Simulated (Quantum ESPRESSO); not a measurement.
Crystal: HfC.

```xyz
2
Lattice="2.4394 0.0000 0.0000 0.0000 4.6950 0.0000 0.0000 0.0000 2.5623" Properties=species:S:1:pos:R:3 pbc="T T T"
Hf    0.0000    0.0000    0.0000
C     0.0000    2.3475    1.9217
```

The cell was built by a generator and needn't be a form met in nature.

| Property | Result |
| --- | --- |
| Program | Quantum ESPRESSO 7.5 |
| Task | phonons |
| Functional | RPBE |
| Potentials or basis | GBRV 1.5 PBE |
| Cutoff | 612 eV |
| Density cutoff | 4898 eV |
| k mesh | 9 × 5 × 8 |
| Occupations | gaussian, width 0.2 eV |
| Spin | no spin polarisation |
| Mixing beta | 0.5 |
| Most SCF iterations | 120 |
| SCF threshold | 4e-10 Ry |

The atoms were relaxed first, and the response was taken there.

Q: What is the highest optical frequency at the zone centre?

A: 174 cm⁻¹, a mode of symmetry B1 (IR and Raman).

Optical modes at Γ, degenerate ones joined:
| cm⁻¹ | components | symmetry | active in |
| --- | --- | --- | --- |
| 27 | 1 | B2 | IR and Raman |
| 164 | 1 | A1 | IR and Raman |
| 174 | 1 | B1 | IR and Raman |

Caveat: the mesh is thin for the phonons of a metal; the cell is more than 3 GPa from zero pressure, which shifts response properties.
